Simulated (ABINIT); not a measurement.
Input of an ABINIT 10.8.3 (patched build) run:

The input run.abi:

```
pp_dirpath "./"
pseudos "Zn.GGA_PBE-JTH.xml, S.GGA_PBE-JTH.xml"

acell 3*1.0 Angstrom
rprim
     0.0000000000     2.7020000000     2.7020000000
     2.7020000000     0.0000000000     2.7020000000
     2.7020000000     2.7020000000     0.0000000000
ntypat 2
znucl 30 16
natom 2
typat 1 2
xcart
     4.0530000000     4.0530000000     4.0530000000
     0.0000000000     0.0000000000     0.0000000000 Angstrom

ecut 20.0
pawecutdg 40.0

kptopt 1
ngkpt 7 7 7
nshiftk 1
shiftk 0.0 0.0 0.0

ixc 11

nband 13
occopt 3
tsmear 0.05 eV

nstep 100
tolvrs 1.0e-9

iomode 3
prtwf 0
prtden 0
prteig 0
prtebands 0
enunit 1
```

Potentials or basis: JTH PAW PBE v2.0.

Launch:

```sh
$ abinit run.abi > log 2>&1
```

Estimate the band gap on the k mesh.

2.10 eV, direct.

**Experimental background.**

“Electronic, vibrational, and thermodynamic properties of ZnS (zincblende and rocksalt structure)”, 2009, arxiv:0911.5022 quotes, for a bulk crystal of ZnS at 19 K: band gap 3.85 eV (direct).

Against the measured gap of ZnS, 3.85 eV (direct; 19 K; quoted in “Electronic, vibrational, and thermodynamic properties of ZnS (zincblende and rocksalt structure)”, 2009, arxiv:0911.5022), the calculated 2.10 eV is off by -1.75 eV. The value is that of PBE, without temperature or zero-point motion. Semilocal functionals fall short of measured gaps as a rule.
